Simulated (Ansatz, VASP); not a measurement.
C: VASP beside Ansatz

```
CELL_PARAMETERS angstrom
2.51571 0.00000 0.00000
-1.25786 2.16783 0.00000
0.00000 0.00000 4.16887
ATOMIC_POSITIONS crystal
C 0.33329 0.66658 0.00022
C 0.66671 0.33342 0.50022
C 0.33329 0.66658 0.37478
C 0.66671 0.33342 0.87478
```

Change from the starting cell: uniaxial_x strain +0.5%.

Alike in both runs: task single point; functional PBE; k mesh 12 × 12 × 6; occupations fermi-dirac, width 0.02 eV; no spin polarisation.

```csv
,VASP,Ansatz
version,VASP 6.6.1,Ansatz 0.2.0
potentials or method,"VASP PAW PBE potentials, release 64 (C)","plane waves, PAW"
plane-wave cutoff (eV),520,420
valence electrons in the cell,16,16
```

```csv
,VASP,Ansatz,Ansatz less VASP
gap on the k mesh at the Fermi level (eV),3.31,3.33,+0.013
pressure (GPa),2.6,2.0,-0.66
largest component of the traceless stress (GPa),3.53,3.55,+0.027
rms of the force components (eV/Å),0.007,0.005,-0.0021
```

Atom by atom the forces differ by 0.002 eV/Å (rms over components). With one functional, cell and mesh, what is left measures potentials, basis and numerics.
